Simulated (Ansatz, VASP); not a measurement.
# GaAs: VASP beside Ansatz

```
Ga As
1.0
     0.00000    2.81405    2.81405
     2.81405    0.00000    2.81405
     2.81405    2.81405    0.00000
Ga As
1 1
Cartesian
  0.0000 0.0000 0.0000
  1.4070 1.4070 1.4070
```

Alike in both runs: task single point; functional PBE; k mesh 12 × 12 × 12; occupations gaussian, width 0.02 eV; no spin polarisation.

|  | VASP | Ansatz |
| --- | --- | --- |
| version | VASP 6.6.1 | Ansatz 0.2.0 |
| potentials or method | VASP PAW PBE potentials, release 64 (Ga_d, As) | scalar-relativistic, plane waves, PAW |
| plane-wave cutoff (eV) | 520 | 420 |
| valence electrons in the cell | 18 | 28 |

Ansatz gave:

| Item | Value |
| --- | --- |
| gap on the k mesh at the Fermi level (eV) | 0.62 |
| least direct gap on the mesh (eV) | 0.62 |
| pressure (GPa) | 4.4 |

Q: Estimate VASP's values.

A: gap on the k mesh at the Fermi level (eV): 0.62; least direct gap on the mesh (eV): 0.62; pressure (GPa): 4.6.

With one functional, cell and mesh, what is left measures potentials, basis and numerics. The two sets of potentials don't hold the same shells in valence.

A k mesh can miss the band edges.
